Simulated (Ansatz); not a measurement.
# PbSe (NiAs-type structure)

Level of theory: DFT, PBE, scalar-relativistic, no spin polarisation; plane waves to 420 eV with PAW datasets (Ansatz 0.2.0), Γ-centred 8×8×6 mesh, 0.05 eV Gaussian smearing. The datasets are Ansatz's generated set soft_2.

```xyz
4
Lattice="4.3071 0.0000 0.0000 -2.1535 3.7300 0.0000 0.0000 0.0000 7.5881" Properties=species:S:1:pos:R:3 pbc="T T T"
Pb    0.0000    0.0000    0.0000
Pb    0.0000    0.0000    3.7940
Se    0.0000    2.4867    1.8970
Se    2.1535    1.2433    5.6911
```

The start was a prototype's sites filled with these elements. The Crystallography Open Database lists the compound in space group Fm-3m (rock salt), so this is a trial structure.

Cell and atoms are those of this level's equilibrium.

Elastic constants come from the stress of slightly strained cells with relaxed atoms, in GPa, Voigt order xx, yy, zz, yz, xz, xy in the Cartesian frame of the vectors above.

Question: Give the elastic tensor.

Answer: 
```
62 30 35  0  0  0
30 62 35  0  0  0
35 35 88  0  0  0
 0  0  0 33  0  0
 0  0  0  0 33  0
 0  0  0  0  0 16
```

Question: Is the crystal mechanically stable, and what are its polycrystalline moduli?

Answer: Stable against homogeneous strain: the smallest eigenvalue of the tensor is 16.0 GPa. Hill averages: K = 45 GPa, G = 23 GPa, E = 58 GPa, ν = 0.29.

The equation of state, an independent route, gives B0 = 44 GPa; its match is the Reuss value, 44 GPa, which holds for uniform pressure.

Cost: 2.3 min on 2 threads of Arm Neoverse V2, with other jobs on the host, peak memory 0.7 GiB.

Scalar-relativistic only: spin–orbit splittings of the heavy atoms' levels are missing. For this crystal the k-mesh misses a band edge: under PBE at the relaxed cell a band path gives a gap of zero (metallic) where the mesh alone gives 0.12 eV, so gaps on the mesh are upper bounds.
